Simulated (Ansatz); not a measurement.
Theory: DFT PBE, scalar-relativistic, plane waves, PAW (Ansatz 0.2.0).

Settings: cutoff 420 eV, Γ-centred mesh 12×12×10 on the computed 4-atom cell, Gaussian smearing of 0.10 eV; no spin polarisation.

Structure with the computed forces (eV/Å) in the last three columns:

```xyz
4
Lattice="3.8086 0.0000 0.0000 0.0000 3.8086 0.0000 0.0000 0.0000 4.9895" Properties=species:S:1:pos:R:3:forces:R:3 pbc="T T T" pressure_GPa=3.92
Sn    0.0000    1.9043    1.1462    0.0000    0.0000    0.5480
Sn    1.9043    0.0000    3.8433    0.0000    0.0000   -0.5480
O     0.0000    0.0000    0.0000    0.0000    0.0000    0.0000
O     1.9043    1.9043    0.0000    0.0000    0.0000    0.0000
```

Stress tensor (GPa, compression positive):

```
4.32 0.00 0.00
0.00 4.32 0.00
0.00 0.00 3.11
```